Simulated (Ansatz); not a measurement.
Density of states of MoS$_{2}$ (P6_3/mmc, a = 3.185 Å, b = 3.185 Å, c = 14.739 Å, α = 90.00°, β = 90.00°, γ = 120.00°), in states per eV and primitive cell, averaged over bins of 0.4 eV. Computed with DFT PBE, scalar-relativistic, plane waves, PAW in Ansatz 0.2.0.

Plane waves to 420 eV, a k mesh through Γ of 12×12×2 on the computed 6-atom cell and Gaussian smearing (0.02 eV); no spin polarisation.

The cell is relaxed at this level. The states (both spins) are summed by tetrahedra on a 18×18×3 mesh at the self-consistent density. Energies are bin centres; the table starts no lower than −8 eV and ends at 6 eV, or lower where the solved bands end.

The gap is 1.44 eV at this level, with the zero inside it.

| E − E_F (eV) | total | S 3p | Mo 4d | S 3s | Mo 5s |
| --- | --- | --- | --- | --- | --- |
| -6.55 | 2.12 | 1.36 | 0.50 | 0.07 | 0.12 |
| -6.15 | 6.73 | 3.99 | 2.27 | 0.13 | 0.21 |
| -5.75 | 5.09 | 3.23 | 1.59 | 0.11 | 0.08 |
| -5.35 | 1.70 | 1.16 | 0.47 | 0.05 | 0.00 |
| -4.95 | 5.75 | 3.50 | 1.61 | 0.38 | 0.13 |
| -4.55 | 5.48 | 3.32 | 1.39 | 0.42 | 0.23 |
| -4.15 | 7.59 | 4.68 | 2.62 | 0.15 | 0.03 |
| -3.75 | 4.34 | 2.65 | 1.54 | 0.05 | 0.02 |
| -3.35 | 3.55 | 1.93 | 1.52 | 0.02 | 0.01 |
| -2.95 | 5.85 | 3.76 | 1.82 | 0.14 | 0.02 |
| -2.55 | 6.14 | 4.64 | 1.20 | 0.17 | 0.02 |
| -2.15 | 4.74 | 4.07 | 0.49 | 0.07 | 0.01 |
| -1.75 | 5.39 | 2.06 | 3.07 | 0.08 | 0.06 |
| -1.35 | 4.21 | 1.24 | 2.80 | 0.05 | 0.03 |
| -0.95 | 1.31 | 0.37 | 0.89 | 0.02 | 0.00 |
| -0.55 | 0.01 | 0.00 | 0.00 | 0.00 | 0.00 |
| -0.15 | 0.00 | 0.00 | 0.00 | 0.00 | 0.00 |
| 0.25 | 0.00 | 0.00 | 0.00 | 0.00 | 0.00 |
| 0.65 | 0.19 | 0.03 | 0.15 | 0.00 | 0.01 |
| 1.05 | 5.24 | 1.68 | 3.27 | 0.05 | 0.06 |
| 1.45 | 9.40 | 2.98 | 5.98 | 0.11 | 0.09 |
| 1.85 | 7.67 | 2.64 | 4.46 | 0.23 | 0.09 |
| 2.25 | 5.41 | 2.06 | 2.83 | 0.17 | 0.02 |
| 2.65 | 3.42 | 1.43 | 1.64 | 0.14 | 0.00 |
| 3.05 | 2.99 | 1.41 | 1.35 | 0.09 | 0.00 |
| 3.45 | 4.60 | 2.04 | 2.13 | 0.24 | 0.00 |
| 3.85 | 1.08 | 0.38 | 0.56 | 0.11 | 0.00 |
| 4.25 | 0.00 | 0.00 | 0.00 | 0.00 | 0.00 |
| 4.65 | 0.00 | 0.00 | 0.00 | 0.00 | 0.00 |
| 5.05 | 0.13 | 0.01 | 0.00 | 0.02 | 0.06 |
| 5.45 | 1.43 | 0.09 | 0.04 | 0.08 | 0.47 |

The columns after the total are the main Löwdin projections on the occupied valence shells of the potentials; 2 others are left out. The rest of the total lies in those, in shells that are empty in the free atom, which aren't projected, and between the atoms.

The cell holds layers, and where no dispersion correction was added their binding is poorly described.

A ferromagnetic start lost its moments in a first run, so spin was left out; other magnetic orders weren't tried.

Cost: 1 run of about 2.1 core-minutes, on Intel Xeon Platinum 8259CL (Skylake/Cascade Lake) (shared hosts).